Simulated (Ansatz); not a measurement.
# MnO (Cm) in Ansatz: notebook, part 2 of 2

Ansatz 0.2.0. Earlier steps stand in the parts before.

### Step 3. Relaxation of cell and atoms, PBE, collinear spin, ferromagnetic start, target pressure 2 GPa, at which the enthalpy is minimised

Contents of input.yaml:

```yaml
crystal:
  lattice:
    - [2.9712935166, -1.7169813801, 0.0]
    - [2.9712935166, 1.7169813801, 0.0]
    - [-1.9846287531, 0.0, 2.8103092467]
  atoms:
    - { symbol: Mn, position: [0.500199, 0.500199, 0.500665], spin: 4.0 }
    - { symbol: O, position: [0.7498025, 0.7498025, 0.249336] }
hamiltonian:
  xc: pbe
  pseudopotentials: { kind: paw }
magnetization:
  spin_polarized: true
kpoints:
  mp_grid: { grid: [7, 7, 7] }
scf:
  occupations: { method: fermi_dirac, width: 0.05 }
output:
  forces: true
  stress: true
  eigenvalues: true
relax:
  f_tol: 0.01
  max_steps: 40
  cell: { stress_tol: 0.05, p_target: 2.0 }
```

Potentials or basis: Ansatz PAW.

Run with:

```bash
$ ansatz run input.yaml --threads 2 --pin off --max-ram 5632MiB --backend cpu --events-out ev --progress --plain --runs-dir out
```

The program printed:

```text
Warning: RAYON_NUM_THREADS=2 ignored (pool sized by the plan → 2); use --threads N
Engine: ansatz 0.2.0, aarch64-unknown-linux-gnu
Pseudopotentials: kind: paw
Pseudopotential: Mn, paw, valence charge 15, recommended cutoff 420 eV (normal), Mn.paw.azcp
Pseudopotential: O, paw, valence charge 6, recommended cutoff 420 eV (normal), O.paw.azcp
Functional definition: PBE
  parameter kappa = 0.804
  parameter beta = 0.06672455060314922
  exchange = pbe_x(kappa = kappa, mu = beta*pi^2/3)
  correlation = pbe_c(beta = beta)
Crystal: 2 atoms, lattice volume = 28.674 Å³
Basis set: ecut = 420 eV, 537 PW (Γ), exchange–correlation on 48×48×48 points (8 copies of the dense FFT grid, shifted against one another)
Bands: 17, of which v1, the nominal top of the filled ones, is band 11 counted from 1 (10 counted from 0)
Symmetry: 2 space group operations
Space group: Cm (ITA 8), of the structure as read, at distance tolerance 3.1e-5 Å
Magnetic group: BNS 8.32 (UNI 39), of the structure as read, at distance tolerance 3.1e-5 Å
k-points: 100 of 343 (time reversal used)
Non-local potential: Mn, projectors of the file, l = 0: 3, l = 1: 2, l = 2: 3, l = 3: 1
Non-local potential: O, projectors of the file, l = 0: 2, l = 1: 2, l = 2: 1
PAW form: soft (Blöchl's): semilocal exchange-correlation on the pseudo side does not see the compensation charge
PAW one-centre angular grid: Mn, 590 points (default); XC on 64 Gauss nodes
PAW one-centre angular grid: O, 110 points (default); XC on 64 Gauss nodes
Initial density: superposition of atomic densities (chi_scale 0.1, normalization cell, long waves kept (reshape's long-wave potential 0.00 eV rms))
Starting moments: Σ|m| = 4 μB on 1 of 2 sites
Initial wavefunctions: pseudopotential atomic-orbital guess
Functional: x = pbe(κ = 0.804, μ = 0.2195149727645171), c = pbe(β = 0.06672455060314922)
SCF iter   1: F=—  HF=-4466.487607 eV  |F-HF|=—  |Δ(HF+E_count)|=         —  Δρ=1.23e-1 (↑1.23e-1 ↓5.63e-2)  dr2=6.21e0  dr2_m=7.70e-1  M=4.590 μB ∫|m|=4.590 μB  β_m=0.30  ethr=3.10e-3  ⟨swp⟩=4.6  Hψ=14416  notcnv=0
Mixer restart at iter 1: flushing history
preconditioner: auto → Kerker (q_TF=auto, 2.590 Å⁻¹)  [metal: Δε(μ)=0.040 eV  Ē_g=11.354 eV  σ=0.050 eV  W_gap=0.20  n_scr=14 (ndim 8)  ℏωp=25.0 eV  f_vac=0.000  D(μ)=1.81/eV (n_scr^D=14)]
spin=Collinear: Kerker preconditioning applied to the charge; magnetization (m = ρ↑ − ρ↓) channel mixes plain (no charge-response kernel on spin).
SCF iter   2: F=—  HF=-4466.078544 eV  |F-HF|=—  |Δ(HF+E_count)|=   4.09e-1  Δρ=6.94e-2 (↑6.94e-2 ↓2.54e-2)  dr2=1.25e0  dr2_m=4.47e-1  M=4.775 μB ∫|m|=4.775 μB  β_m=0.43  ethr=3.10e-3  ⟨swp⟩=2.9  Hψ=8246  notcnv=0  defer=169
SCF iter   3: F=—  HF=-4466.138951 eV  |F-HF|=—  |Δ(HF+E_count)|=   6.04e-2  Δρ=2.82e-2 (↑2.82e-2 ↓1.68e-2)  dr2=2.48e-1  dr2_m=1.01e-1  M=4.922 μB ∫|m|=4.922 μB  β_m=0.62  ethr=3.10e-3  ⟨swp⟩=2.9  Hψ=6603  notcnv=0  defer=169
SCF iter   4: F=—  HF=-4466.163144 eV  |F-HF|=—  |Δ(HF+E_count)|=         —  Δρ=5.83e-3 (↑5.83e-3 ↓5.31e-3)  dr2=3.25e-2  dr2_m=6.01e-4  M=4.995 μB ∫|m|=4.995 μB  β_m=0.62  ethr=1.18e-3  ⟨swp⟩=2.2  Hψ=5714  notcnv=0  defer=173
Mixer restart at iter 4: flushing history
SCF iter   5: F=—  HF=-4466.171946 eV  |F-HF|=—  |Δ(HF+E_count)|=   8.80e-3  Δρ=3.12e-3 (↑3.02e-3 ↓3.12e-3)  dr2=1.09e-2  dr2_m=1.62e-4  M=4.995 μB ∫|m|=4.995 μB  β_m=0.81  ethr=1.55e-4  ⟨swp⟩=2.1  Hψ=5339  notcnv=0  defer=173
SCF iter   6: F=—  HF=-4466.179792 eV  |F-HF|=—  |Δ(HF+E_count)|=   7.85e-3  Δρ=1.45e-3 (↑1.45e-3 ↓8.94e-4)  dr2=1.09e-3  dr2_m=8.14e-5  M=4.995 μB ∫|m|=4.995 μB  β_m=0.80  ethr=5.18e-5  ⟨swp⟩=2.5  Hψ=5590  notcnv=0  defer=173
[... 76 lines left out ...]
SCF iter   1: F=—  HF=-4466.191032 eV  |F-HF|=—  |Δ(HF+E_count)|=         —  Δρ=5.13e-6 (↑2.65e-6 ↓5.13e-6)  dr2=1.02e-8  dr2_m=9.35e-10  M=4.989 μB ∫|m|=4.989 μB  β_m=0.65  ethr=9.85e-9  ⟨swp⟩=3.0  Hψ=24453  notcnv=0
preconditioner: auto → none  [metal: Δε(μ)=0.093 eV  Ē_g=12.401 eV  σ=0.050 eV  W_gap=0.43  n_scr=0 (ndim 8)  ℏωp=25.7 eV  f_vac=0.025  D(μ)=0.39/eV (n_scr^D=0)]
SCF iter   2: F=—  HF=-4466.191032 eV  |F-HF|=—  |Δ(HF+E_count)|=   4.64e-9  Δρ=4.43e-6 (↑4.43e-6 ↓1.12e-6)  dr2=4.11e-9  dr2_m=1.08e-9  M=4.989 μB ∫|m|=4.989 μB  β_m=0.37  ethr=4.86e-11  ⟨swp⟩=2.1  Hψ=5349  notcnv=0
SCF iter   3: F=—  HF=-4466.191032 eV  |F-HF|=—  |Δ(HF+E_count)|=   1.60e-9  Δρ=1.48e-6 (↑1.39e-6 ↓1.48e-6)  dr2=1.77e-10  dr2_m=4.19e-10  M=4.989 μB ∫|m|=4.989 μB  β_m=0.68  ethr=1.96e-11  ⟨swp⟩=2.2  Hψ=4794  notcnv=0
SCF iter   4: F=—  HF=-4466.191032 eV  |F-HF|=—  |Δ(HF+E_count)|=   1.90e-9  Δρ=4.61e-7 (↑4.02e-7 ↓4.61e-7)  dr2=5.17e-11  dr2_m=2.62e-11  M=4.989 μB ∫|m|=4.989 μB  β_m=0.62  ethr=1.00e-12  ⟨swp⟩=2.0  Hψ=5441  notcnv=0
SCF iter   5: F=—  HF=-4466.191032 eV  |F-HF|=—  |Δ(HF+E_count)|=  7.00e-11  Δρ=1.27e-7 (↑1.27e-7 ↓1.16e-7)  dr2=6.54e-12  dr2_m=1.30e-12  M=4.989 μB ∫|m|=4.989 μB  β_m=0.65  ethr=1.00e-12  ⟨swp⟩=1.9  Hψ=4302  notcnv=0
SCF iter   6: F=-4466.191032 eV  HF=-4466.191032 eV  |F-HF|=5.46e-12  |Δ(HF+E_count)|=  1.64e-11  Δρ=1.11e-7 (↑5.74e-8 ↓1.11e-7)  dr2=6.93e-12  dr2_m=2.64e-13  M=4.989 μB ∫|m|=4.989 μB  ethr=1.00e-12  ⟨swp⟩=3.1  Hψ=11848  notcnv=0
SCF 7 converged in 6 iterations: F = -4466.191032 eV  dr2 = 6.93e-12
relax step   7: F+E_penalty+E_count = -4466.19103191 eV  Δ(F+E_penalty+E_count) = +2.675e-5 eV  max|allowed force component| = 2.143e-4 eV/Å  Δτ_max = 0.0000 Å  P = +1.991 GPa  Ω = 27.183 Å³  stress off target by 9.61e-3 GPa  SCF on the basis re-selected at this cell (its energy is not comparable with the rows above)  (6 SCF iters)
basis re-selected at this cell: Δ(F+E_penalty+E_count) = +2.675e-5 eV, ΔP = -0.006 GPa vs the last step (what re-selecting the basis moved, of the pressure what is left beyond the Pulay correction that the steps carried, after the strain that the cell walked since its last selection, with what the two solves' SCF thresholds leave and, on support functions, any second-order correction that the steps lacked; it is no measure of the basis error at this ecutwfc). This SCF's stress stands 9.61e-3 GPa from its target on what of the cell is left free (relax.cell.stress_tol is 5.00e-2 GPa) and its largest allowed force component is 2.14e-4 eV/Å (relax.f_tol is 1.00e-2 eV/Å): within both
SCF converged after 6 iterations
Magnetization: 4.9888 μB (12.9944 up, 8.0056 down)
Absolute magnetization: 4.9888 μB (∫|ρ↑−ρ↓|, with the PAW one-centre terms)
Spin contamination: 0.0069 ħ² per cell (⟨S²⟩ above its minimum at these occupations)
Per-site moments (μB) at R_I (Å): [(3.9568735943596445, 0.8525016976095467), (0.22317877851894016, 0.8525016976095467)]
Free energy (F): -4466.191032 eV
Harris-Foulkes:  -4466.191032 eV  (|F-HF|=5.46e-12)
Internal energy: -4466.187581 eV  (E = F + TS)
E sigma→0 (E₀):  -4466.189306 eV
Entropy (-TS):   -0.003451 eV (-1.725 meV/atom)
Fermi energy:    10.261714 eV
--- Per-component energies (eV) ---
  E_band       = -313.332846
  E_kinetic    = 472.833316
  E_local      = -2629.150861  (includes V_loc(G=0)·N_el)
  E_nonlocal   = 301.693746
  E_hartree    = 1060.387119
  E_xc         = -184.124445
  E_vxc        = -235.141805  (∫ρ·V_xc dr)
  E_paw        = -1464.982820  (= ΣΔE_a)
  E_vpaw       = -344.343815  (= ΣTr[D̂ρ^β])
  E_aug_tail   = 0.002399  (compensation charges beyond the density's cutoff)
  E_ewald      = -2022.846035
  E_smearing   = -0.003451  (= −TS)
  E_closure    = 0.000000  (closes the sum)
  Σ components = -4466.191032   (vs F -4466.191032, Δ=0.00e0)
--- Forces (eV/Å), atoms counted from 1 ---
  atom   1  Mn    -0.00002236     0.00000000    -0.00021446
  atom   2  O      0.00002236     0.00000000     0.00021412
  max |Σ_I F_I| component: 3.32e-7 eV/Å
--- Stress (GPa, compression-positive) ---
        1.991111       0.000000       0.000400
        0.000000       1.990392       0.000000
        0.000400       0.000000       1.991531
  P = ⅓ Tr σ = 1.9910 GPa (19.910 kbar)
--- Band table (eV; the first three rows and the last of 200) ---
  k-point 0 ↑: bands = ["-71.4708", "-40.2205", "-40.2205", "-40.2205", "-9.4856", "4.1616", "4.1621", "4.1621", "7.4579", "7.4580", "8.7651", "10.2957", "10.2958", "10.2962", "22.2718", "22.2732", "22.2734"]
  k-point 1 ↑: bands = ["-71.4703", "-40.2261", "-40.2214", "-40.2214", "-9.4004", "3.8708", "4.2321", "4.2321", "7.4319", "7.4319", "9.1784", "10.1843", "10.1844", "10.3048", "20.5278", "22.3712", "22.3713"]
  k-point 2 ↑: bands = ["-71.4693", "-40.2388", "-40.2233", "-40.2233", "-9.2075", "3.4974", "4.3735", "4.3736", "7.4561", "7.4561", "8.6273", "9.8698", "9.8698", "11.7252", "17.9455", "22.1952", "22.1958"]
  k-point 99 ↓: bands = ["-66.6286", "-35.5144", "-35.4880", "-35.4838", "-8.5708", "4.3142", "5.4417", "5.6775", "11.3027", "11.8152", "11.8978", "12.8606", "13.0580", "16.1108", "17.3853", "21.9291", "23.5153"]
--- Relaxed structure (5 steps of the walk, 5 accepted, 2 SCFs on fresh bases) ---
  F+E_penalty+E_count = -4466.19103191 eV   max|allowed force component| = 2.143e-4 eV/Å   (the final SCF, on the basis selected at the relaxed cell)
  cell:  # Å, volume = 27.1832 Å³
    - [2.922721369275055, -1.6874834515841595, 0.0018847180337526065]
    - [2.922721369275055, 1.6874834515841595, 0.0018847180337526203]
    - [-1.9504031472719567, 1.1554375599058174e-17, 2.7545181046509244]
  atoms:
    - { symbol: Mn, position: [0.5000118243166356, 0.5000118243166356, 0.500029649533154] }
    - { symbol: O, position: [0.7499896756833644, 0.7499896756833644, 0.24997135046684607] }
```

Wall time 42 s (2 threads of Arm Neoverse V1, shared host); peak memory 0.39 GiB.

What came out:

```yaml
Free_energy: -4466.1910 eV
Relaxed_volume: 13.59 Å³/atom
Relaxed_cell: a = 3.375 Å, b = 3.375 Å, c = 3.375 Å, α = 120.00°, β = 120.00°, γ = 60.00°
Space_group_after_relaxing_to_0.05_Å: F-43m (No. 216)
Energy_change_on_relaxing_the_enthalpy_is_what_falls: -5.0 meV/atom
Ionic_steps: 7
Pressure_after_relaxing: 2.0 GPa
Band_gap_on_the_k_mesh: none (metal or under the smearing width)
Net_moment: 4.99 μB per cell
Absolute_moment: 4.99 μB per cell
Site_moments: Mn +3.96; O +0.22 μB
```

Step by step:
| step | energy change (eV) | largest force (eV/Å) | volume (Å³) |
| --- | --- | --- | --- |
| 1 | 0.0000 | 0.0014 | 28.67 |
| 2 | -0.0153 | 0.0012 | 27.66 |
| 3 | -0.0135 | 0.0016 | 27.20 |
| 4 | -0.0138 | 0.0001 | 27.22 |
| 5 | -0.0104 | 0.0001 | 27.22 |
| 6 | -0.0100 | 0.0002 | 27.18 |
| 7 | -0.0100 | 0.0002 | 27.18 |

Final structure:
```
Mn O
1.0
     2.92272   -1.68748    0.00188
     2.92272    1.68748    0.00188
    -1.95040    0.00000    2.75452
Mn O
1 1
Direct
  0.50001 0.50001 0.50003
  0.74999 0.74999 0.24997
```

Levels at points of the mesh, in eV from the Fermi level:
Spin up:
```csv
k point,band 11,band 12,band 13,band 14,band 15,band 16
"(0.00, 0.00, 0.00)",-1.50,0.03,0.03,0.03,12.01,12.01
```
Spin down:
| k point | band 4 | band 5 | band 6 | band 7 | band 8 | band 9 | band 10 | band 11 | band 12 | band 13 |
| --- | --- | --- | --- | --- | --- | --- | --- | --- | --- | --- |
| (0.00, 0.00, 0.00) | -45.74 | -19.31 | -4.79 | -4.79 | -4.79 | -0.06 | 1.51 | 1.51 | 3.41 | 3.41 |

Caveat: the plane-wave basis is chosen anew once the cell has moved, so the energies of steps on either side of that aren't comparable; the pressure holds a Pulay correction of +0.5 GPa for the finite cutoff; a cell with one magnetic atom can't hold antiferromagnetic order, which such compounds often take; semilocal functionals often make such compounds metallic where correlation or magnetic order opens a gap, which also shifts bond lengths. With open d or f shells a metallic result of PBE can be an artefact of self-interaction; +U or a hybrid may open a gap.
